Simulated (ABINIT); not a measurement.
# SnTe: equation of state with PBEsol

SnTe:

```
Te Sn
1.0
     0.00000    3.15085    3.15085
     3.15085    0.00000    3.15085
     3.15085    3.15085    0.00000
Te Sn
1 1
Direct
  0.50000 0.50000 0.50000
  0.00000 0.00000 0.00000
```

```yaml
Program: ABINIT 10.8.3 (patched build)
Task: equation of state
Functional: PBEsol
Potentials_or_basis: JTH PAW PBE v2.0
Cutoff: 272 eV
k_mesh: 7 × 7 × 7
Occupations: fermi-dirac, width 0.05 eV
Spin: no spin polarisation
Fine-grid_cutoff: 544.228 eV
Exchange_and_correlation_inside_the_PAW_spheres: full angular mesh (pawxcdev 0, this build's default; the released program takes 1)
```

```json
{
 "Equilibrium volume": "31.14 Å³/atom (rough: see the caveat)",
 "Bulk modulus": "46 GPa (rough)"
}
```

Energy against volume, from the lowest point:
```csv
volume (Å³/atom),energy (meV/atom)
29.404,25.77
30.030,1.61
30.656,3.19
31.281,7.34
31.907,0.00
32.532,0.86
33.158,10.51
```

Run time: 56 s on 1 thread of Arm Neoverse V2, on a shared host, peak memory 0.13 GiB.

Caveat: the cutoff is too short for stress, so the log's stress isn't used; pressures at fixed basis lie under the slope of the energies; the fit is doubtful: noisy points or a state that changes with volume; this odd mesh misses L, where the gap lies, so gap, dielectric constants and Born charges aren't listed; the PAW data sets were made with another functional, which shifts forces and pressure a little. Spin-orbit coupling is left out, which matters for the levels of Te.
